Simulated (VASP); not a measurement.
# Be (P6_3/mmc) in VASP: notebook, part 2 of 2

VASP 6.6.1. Earlier steps stand in the parts before.

### 3 Single point, LDA

File INCAR:

```
  ADDGRID = F
  ALGO = Normal
  EDIFF = 1E-6
  ENCUT = 520
  GGA = CA
  ISIF = 2
  ISMEAR = 1
  LASPH = T
  LCHARG = F
  LREAL = F
  LWAVE = F
  NELM = 100
  PREC = Accurate
  SIGMA = 0.2
```

File KPOINTS:

```
k-points
0
Gamma
  5 5 3
```

File POSCAR:

```
Be
1.0
    2.2853000000      0.0000000000      0.0000000000
   -1.1426500000      1.9791278553      0.0000000000
    0.0000000000      0.0000000000      3.5842000000
Be
2
Direct
    0.6556040000      0.3139550000      0.7387090000
    0.3030700000      0.6820070000      0.2728280000
```

Potentials or basis: VASP PAW LDA potentials, release 64 (Be).

The run is started by

```
cat potpaw_LDA.64/Be/POTCAR > POTCAR
mpirun -np 1 vasp_std > vasp.out
```

OUTCAR:

```text
EDIFF = 1E-6
   ENCUT = 520
   GGA = CA
   ISIF = 2
   ISMEAR = 1
   LASPH = T
   LREAL = F
   NELM = 100
   PREC = Accurate

 Found     38 irreducible k-points:

 Following reciprocal coordinates:
            Coordinates               Weight
  0.000000  0.000000  0.000000      1.000000
  0.200000  0.000000  0.000000      2.000000
  0.000000  0.200000  0.000000      2.000000
 -0.200000  0.200000  0.000000      2.000000
  0.400000  0.000000  0.000000      2.000000
  0.000000  0.400000  0.000000      2.000000
   k-points           NKPTS =     38   k-points in BZ     NKDIM =     38   number of bands    NBANDS=      6
   number of dos      NEDOS =    301   number of ions     NIONS =      2
   total plane-waves  NPLWV =   9072
   dimension x,y,z NGX =    18 NGY =   18 NGZ =   28
   dimension x,y,z NGXF=    36 NGYF=   36 NGZF=   56
   ions per type =               2
   NGX,Y,Z   is equivalent  to a cutoff of  13.09, 13.09, 12.99 a.u.
   NGXF,Y,Z  is equivalent  to a cutoff of  26.19, 26.19, 25.97 a.u.
 SYSTEM =  unknown system
   PREC   = accura    normal or accurate (medium, high low for compatibility)
   ISTART =      0    job   : 0-new  1-cont  2-samecut
   ICHARG =      2    charge: 1-file 2-atom 10-const
   ISPIN  =      1    spin polarized calculation?
   LNONCOLLINEAR =      F non collinear calculations
   LSORBIT =      F    spin-orbit coupling
   LASPH  =      T    aspherical Exc in radial PAW
   ENCUT  =  520.0 eV  38.22 Ry    6.18 a.u.   4.25  4.25  6.66*2*pi/ulx,y,z
   NELM   =    100;   NELMIN=  2; NELMDL= -5     # of ELM steps
   EDIFF  = 0.1E-05   stopping-criterion for ELM
[... 30 lines left out ...]
 non-spin polarized calculation
 Methfessel and Paxton  Order N= 1 SIGMA  =   0.20
  energy-cutoff  :      520.00
  volume of cell :       16.21
 maximum number of plane-waves:       440
 NGX is ok and might be reduce to    18
   NGX =  9   NGY =  9   NGZ = 13

 number of electron       4.0000000 magnetization

 Free energy of the ion-electron system (eV)
  ---------------------------------------------------
  ext. energy  EPLUGINS =         0.00000000
  ---------------------------------------------------
  free energy    TOTEN  =        -8.29094672 eV

  energy without entropy =       -8.29194429  energy(sigma->0) =       -8.29127924

 E-fermi :   6.8262     XC(G=0): -10.5319

 val. band max:        6.6888976724   @ k =   0.2000   0.2000   0.0000
 cond. band min:       7.6887137274   @ k =   0.0000   0.0000   0.0000
 fundamental gap:      0.9998160549
 Fermi energy:         6.8262013710

 k-point     1 :       0.0000    0.0000    0.0000
  band No.  band energies     occupation
      1      -4.5066      2.00000
      2       2.3035      2.00000
      3       7.6887     -0.00000
      4      21.5202      0.00000
      5      22.2640      0.00000
      6      24.1499      0.00000

 k-point     2 :       0.2000    0.0000    0.0000
  band No.  band energies     occupation
      1      -3.3919      2.00000
      2       3.7721      2.00000
      3       7.8763     -0.00000
      4      16.1921      0.00000
      5      18.5781      0.00000
      6      23.6271      0.00000

 k-point     3 :       0.0000    0.2000    0.0000
  band No.  band energies     occupation
      1      -3.3921      2.00000
      2       3.7745      2.00000
      3       7.8606     -0.00000
      4      16.2336      0.00000
      5      18.5756      0.00000
      6      23.6399      0.00000

 k-point     4 :      -0.2000    0.2000    0.0000
  band No.  band energies     occupation
      1      -3.3905      2.00000
      2       3.7584      2.00000
      3       7.9655     -0.00000
      4      15.9734      0.00000
      5      18.4228      0.00000
      6      23.7305      0.00000

 k-point     5 :       0.4000    0.0000    0.0000
  band No.  band energies     occupation
      1      -0.0861      2.00000
      2       5.3886      2.00000
      3       8.0559     -0.00000
      4      12.8430      0.00000
      5      15.6907      0.00000
      6      15.9516      0.00000

 k-point     6 :       0.0000    0.4000    0.0000
  band No.  band energies     occupation
      1      -0.0798      2.00000
      2       5.3296      2.00000
      3       8.0833     -0.00000
      4      12.9710      0.00000
      5      15.6212      0.00000
      6      15.9375      0.00000

 [... further k-points ...]
[... 5 lines left out ...]
  --------------------------------------------------------------------------------------
  -------------------------------------------------------------------------------------
  Total       -0.8897799     -0.7356640     -0.3011817      0.0936929      0.1195165     -0.1292202
  in kB      -87.9394720    -72.7077664    -29.7666399      9.2599388     11.8121596    -12.7711994
  external PRESSURE =     -63.4712927 kB  Pullay stress =       0.0000000 kB

 VOLUME and BASIS-vectors are now :
 -----------------------------------------------------------------------------
  energy-cutoff  :      520.00
  volume of cell :       16.21
      direct lattice vectors                 reciprocal lattice vectors
     2.285300000  0.000000000  0.000000000     0.437579311  0.252636533  0.000000000
    -1.142650000  1.979127855  0.000000000     0.000000000  0.505273066  0.000000000
     0.000000000  0.000000000  3.584200000     0.000000000  0.000000000  0.279002288

 POSITION                                       TOTAL-FORCE (eV/Angst)
 -----------------------------------------------------------------------------------
      1.13951      0.62136      2.64768        -0.264129      0.241163      0.927706
     -0.08669      1.34978      0.97787         0.264129     -0.241163     -0.927706
 -----------------------------------------------------------------------------------
    total drift:                               -0.000000      0.000000      0.000000

  FREE ENERGIE OF THE ION-ELECTRON SYSTEM (eV)
  ---------------------------------------------------
  free  energy   TOTEN  =        -8.2909467214 eV

  energy  without entropy=       -8.2919442921  energy(sigma->0) =       -8.29127924
```

Run time: 1.4 s. Hardware: 1 thread of AMD EPYC 9R45 (Zen 5), shared host; peak memory 0.08 GiB.

The run converged, but some of its settings lie outside the range that counts as converged, so its numbers aren't taken as properties of the crystal.

Results:

```yaml
Free_energy: -8.2909 eV
Pressure: -6.3 GPa
Largest_force: 0.994 eV/Å
```

Caveat: the k mesh is coarse (spacing up to 0.63 Å⁻¹), so the values aren't converged; the mesh shows a gap though the element is a metal.

### 4 Single point, LDA

Edit INCAR of step 3 so:

```diff
@@ -3,3 +3,3 @@
   EDIFF = 1E-6
-  ENCUT = 520
+  ENCUT = 220
   GGA = CA
```

File KPOINTS:

```
k-points
0
Gamma
  8 8 5
```

File POSCAR:

```
Be
1.0
    2.2853000000      0.0000000000      0.0000000000
   -1.1426500000      1.9791278553      0.0000000000
    0.0000000000      0.0000000000      3.5842000000
Be
2
Direct
    0.6666666667      0.3333333333      0.7500000000
    0.3333333333      0.6666666667      0.2500000000
```

Potentials or basis: VASP PAW LDA potentials, release 64 (Be).

The run is started by

```
cat potpaw_LDA.64/Be/POTCAR > POTCAR
mpirun -np 1 vasp_std > vasp.out
```

OUTCAR:

```text
EDIFF = 1E-6
   ENCUT = 220
   GGA = CA
   ISIF = 2
   ISMEAR = 1
   LASPH = T
   LREAL = F
   NELM = 100
   PREC = Accurate

 Found     30 irreducible k-points:

 Following reciprocal coordinates:
            Coordinates               Weight
  0.000000  0.000000  0.000000      1.000000
  0.125000 -0.000000  0.000000      6.000000
  0.250000 -0.000000  0.000000      6.000000
  0.375000  0.000000  0.000000      6.000000
  0.500000 -0.000000  0.000000      3.000000
  0.125000  0.125000  0.000000      6.000000
   k-points           NKPTS =     30   k-points in BZ     NKDIM =     30   number of bands    NBANDS=      6
   number of dos      NEDOS =    301   number of ions     NIONS =      2
   total plane-waves  NPLWV =   2592
   dimension x,y,z NGX =    12 NGY =   12 NGZ =   18
   dimension x,y,z NGXF=    24 NGYF=   24 NGZF=   36
   ions per type =               2
   NGX,Y,Z   is equivalent  to a cutoff of   8.73,  8.73,  8.35 a.u.
   NGXF,Y,Z  is equivalent  to a cutoff of  17.46, 17.46, 16.70 a.u.
 SYSTEM =  unknown system
   PREC   = accura    normal or accurate (medium, high low for compatibility)
   ISTART =      0    job   : 0-new  1-cont  2-samecut
   ICHARG =      2    charge: 1-file 2-atom 10-const
   ISPIN  =      1    spin polarized calculation?
[... 51 lines left out ...]
  free energy    TOTEN  =        -8.35243439 eV

  energy without entropy =       -8.35035181  energy(sigma->0) =       -8.35174020

 E-fermi :   7.2519     XC(G=0): -10.5402

 val. band max:        6.2500426504   @ k =   0.2500   0.1250   0.0000
 cond. band min:       7.2833533545   @ k =   0.3750   0.2500   0.4000
 fundamental gap:      1.0333107041
 Fermi energy:         7.2518747548

 k-point     1 :       0.0000    0.0000    0.0000
  band No.  band energies     occupation
      1      -4.4964      2.00000
      2       2.2827      2.00000
      3       7.7814     -0.00117
      4      21.9789      0.00000
      5      21.9789      0.00000
      6      24.7598      0.00000
[... 37 lines left out ...]
 k-point     6 :       0.1250    0.1250    0.0000
  band No.  band energies     occupation
      1      -3.1833      2.00000
      2       3.9921      2.00000
      3       8.0453     -0.00000
      4      16.0153      0.00000
      5      17.2343      0.00000
      6      23.7341      0.00000

 [... further k-points ...]
[... 5 lines left out ...]
  --------------------------------------------------------------------------------------
  -------------------------------------------------------------------------------------
  Total       -1.0175977     -1.0175977     -0.6844968      0.0000000     -0.0000000      0.0000000
  in kB     -100.5720691   -100.5720691    -67.6507597      0.0000000     -0.0000000      0.0000000
  external PRESSURE =     -89.5982993 kB  Pullay stress =       0.0000000 kB

 VOLUME and BASIS-vectors are now :
 -----------------------------------------------------------------------------
  energy-cutoff  :      220.00
  volume of cell :       16.21
      direct lattice vectors                 reciprocal lattice vectors
     2.285300000  0.000000000  0.000000000     0.437579311  0.252636533  0.000000000
    -1.142650000  1.979127855  0.000000000     0.000000000  0.505273066  0.000000000
     0.000000000  0.000000000  3.584200000     0.000000000  0.000000000  0.279002288

 POSITION                                       TOTAL-FORCE (eV/Angst)
 -----------------------------------------------------------------------------------
      1.14265      0.65971      2.68815         0.000000     -0.000000      0.000000
     -0.00000      1.31942      0.89605        -0.000000      0.000000      0.000000
 -----------------------------------------------------------------------------------
    total drift:                                0.000000     -0.000000      0.000000

  FREE ENERGIE OF THE ION-ELECTRON SYSTEM (eV)
  ---------------------------------------------------
  free  energy   TOTEN  =        -8.3524343912 eV

  energy  without entropy=       -8.3503518086  energy(sigma->0) =       -8.35174020
```

OSZICAR:

```text
N       E                     dE             d eps       ncg     rms          rms(c)
DAV:   1    -0.717634070234E+01   -0.71763E+01   -0.11685E+03   408   0.278E+02
DAV:   2    -0.839163790674E+01   -0.12153E+01   -0.12084E+01   510   0.213E+01
DAV:   3    -0.839636400604E+01   -0.47261E-02   -0.47260E-02   420   0.146E+00
DAV:   4    -0.839636466948E+01   -0.66344E-06   -0.66395E-06   576   0.156E-02
DAV:   5    -0.839636466994E+01   -0.46552E-09   -0.72183E-10   396   0.857E-05    0.126E+00
DAV:   6    -0.836655939063E+01    0.29805E-01   -0.18782E-03   402   0.328E-01    0.756E-01
DAV:   7    -0.835244193379E+01    0.14117E-01   -0.33080E-03   414   0.424E-01    0.164E-02
DAV:   8    -0.835243586547E+01    0.60683E-05   -0.72047E-06   450   0.259E-02    0.468E-03
DAV:   9    -0.835243448127E+01    0.13842E-05   -0.31047E-07   342   0.523E-03    0.320E-04
DAV:  10    -0.835243439122E+01    0.90044E-07   -0.24199E-09   228   0.434E-04
   1 F= -.83524344E+01 E0= -.83517402E+01  d E =-.208258E-02
```

stdout:

```text
POSCAR found type information on POSCAR Be
 POSCAR found :  1 types and       2 ions
 scaLAPACK will be used
 LDA part: xc-table for (Slater(with rela. corr.)+CA(PZ))
 , standard interpolation
 POSCAR, INCAR and KPOINTS ok, starting setup
 FFT: planning ... GRIDC
 FFT: planning ... GRID_SOFT
 FFT: planning ... GRID
 WAVECAR not read
 entering main loop
```

Wall time 0.6 s (1 thread of AMD EPYC 9R45 (Zen 5), shared host); peak memory 0.07 GiB.

The run converged, but a check on its numbers failed (symmetry, net force, bounds or a known fault of this set-up), so they aren't taken as properties of the crystal.

Caveat: the k mesh is coarse (spacing up to 0.40 Å⁻¹), so the values aren't converged; the cutoff lies under the usual one of these potentials, so the numbers hold a large basis-set error.
